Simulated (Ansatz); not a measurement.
# BN: the cost of one run

Method: DFT LDA+D3(BJ), scalar-relativistic, plane waves, PAW, in Ansatz 0.2.0.

43 further runs of the same task are left out: 43 set aside as unsound or not needed.

### 1 The system as given

The structure is trigonal, space group R3m (No. 160). Conventional cell: a = 2.482 Å, b = 2.482 Å, c = 8.944 Å, α = 90.00°, β = 90.00°, γ = 120.00°. Around B (site symmetry 3m) lie 3 N at 1.43 Å. Around N (site symmetry 3m) lie 3 B at 1.43 Å.

Coordinates:

```cif
data_structure
_symmetry_space_group_name_H-M 'P 1'
_symmetry_Int_Tables_number 1
_cell_length_a 3.3079
_cell_length_b 3.3079
_cell_length_c 3.3079
_cell_angle_alpha 44.066
_cell_angle_beta 44.066
_cell_angle_gamma 44.066
_cell_volume 15.90
loop_
_atom_site_label
_atom_site_type_symbol
_atom_site_fract_x
_atom_site_fract_y
_atom_site_fract_z
_atom_site_occupancy
B1 B 0.00004 0.00004 0.00004 1
N1 N 0.33240 0.33240 0.33240 1
```

It goes back to an entry of the Materials Project, which need not be the stable form.

It is the result of an earlier relaxation at this level (volume 7.95 Å³/atom; gap on the mesh: 3.78 eV).

### 2 The scan

The energy is mapped over the lattice constants a and c of the conventional cell.

- lattice constant a (and b): 9 values from 2.407 to 2.556 Å
- lattice constant c: 9 values from 8.139 to 9.749 Å

Nothing else is relaxed (fractional coordinates fixed). Energies count from the relaxed crystal. Points are written as (first, second).

### 3 Grid point (2.445 Å, 8.139 Å)

The input, input.yaml:

```yaml
crystal:
  lattice:
    - [1.2223, 0.705695234, 2.7131]
    - [-1.2223, 0.705695234, 2.7131]
    - [0.0, -1.4113904681, 2.7131]
  atoms:
    - { symbol: B, position: [3.6911e-05, 3.6911e-05, 3.6911e-05] }
    - { symbol: "N", position: [0.332396089, 0.332396089, 0.332396089] }
basis:
  ecutwfc: 520.0
kpoints:
  mp_grid: { grid: [12, 12, 12] }
hamiltonian:
  xc: lda
  pseudopotentials: { kind: paw, azcp: { folder: soft_1 } }
  dispersion: d3bj
scf:
  occupations: { method: gaussian, width: 0.05 }
output:
  forces: true
  stress: true
  eigenvalues: true
```

Command:

```
> ansatz run input.yaml --threads 1 --pin off --max-ram 2048MiB --backend cpu --events-out ev --progress --plain --runs-dir out
```

**Question.** How long does this run take on 1 thread of AMD EPYC 7R43 (Zen 3), shared host, and how much memory does it need?

About 3.7 s, with a peak of 0.36 GiB.
